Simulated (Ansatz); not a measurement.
**What holds solid N2 together**

Method: DFT PBE+D3(BJ), scalar-relativistic, plane waves, PAW (Ansatz).

Plane waves to 420 eV, a k mesh through Γ of 4×4×4 on the computed 8-atom cell and Gaussian smearing (0.02 eV); no spin polarisation.

```cif
data_structure
_symmetry_space_group_name_H-M 'Pa-3'
_symmetry_Int_Tables_number 205
_cell_length_a 5.6760
_cell_length_b 5.6760
_cell_length_c 5.6760
_cell_angle_alpha 90.000
_cell_angle_beta 90.000
_cell_angle_gamma 90.000
_cell_volume 182.87
loop_
_atom_site_label
_atom_site_type_symbol
_atom_site_symmetry_multiplicity
_atom_site_Wyckoff_symbol
_atom_site_fract_x
_atom_site_fract_y
_atom_site_fract_z
_atom_site_occupancy
N1 N 8 c 0.05607 0.05607 0.05607 1
```

The relaxed cell holds 4 N2 at 45.7 Å³ each. Per molecule the crystal lies 0.1062 eV below the molecule frozen in its crystal shape, and that shape lies 0.0000 eV above the relaxed free molecule.

**Question.** Put the lattice energy together, estimate the enthalpy of sublimation and the cohesive energy density, and say what binds the crystal.

**Answer.** E_latt = −0.1062 + 0.0000 = -0.1062 eV = -10.2 kJ/mol: the molecule pays 0.0 % of its binding as strain. For rigid molecules with classical lattice modes the gas has 5/2 RT of translation and rotation plus RT of pV, the crystal 5 RT in its lattice modes, so ΔH_sub ≈ −E_latt − (3/2)RT = 10.2 − 3.7 = 6.5 kJ/mol at 298 K (a solid that melts lower is measured colder, with a smaller RT term). The cohesive energy density is −E_latt per molar volume, 10.2 kJ/mol / 27.5 cm³/mol = 372 MPa, and its root, 19 MPa^½, is the solid's counterpart of a solubility parameter (the liquid's is smaller). The D3 term adds -0.095 eV between molecules, 89 % of the binding at this geometry: the functional alone binds little or not at all here. The share depends on the functional that the correction is paired with. The Kohn–Sham gap is 8.24 eV in the free molecule, 8.25 eV in the molecule frozen in its crystal shape and 7.42 eV on the crystal's mesh. From the frozen molecule to the crystal it shows a narrowing, by band width and the neighbours' field; the polarisation that lowers true ionisation gaps in solids isn't in these levels.

Quantum lattice modes, thermal expansion and changes of the internal vibrations are left out, each worth up to a few kJ/mol.

Cost: 3 runs of about 0.5 core-minutes in all, on Intel Xeon 6975P-C (Granite Rapids) (shared hosts).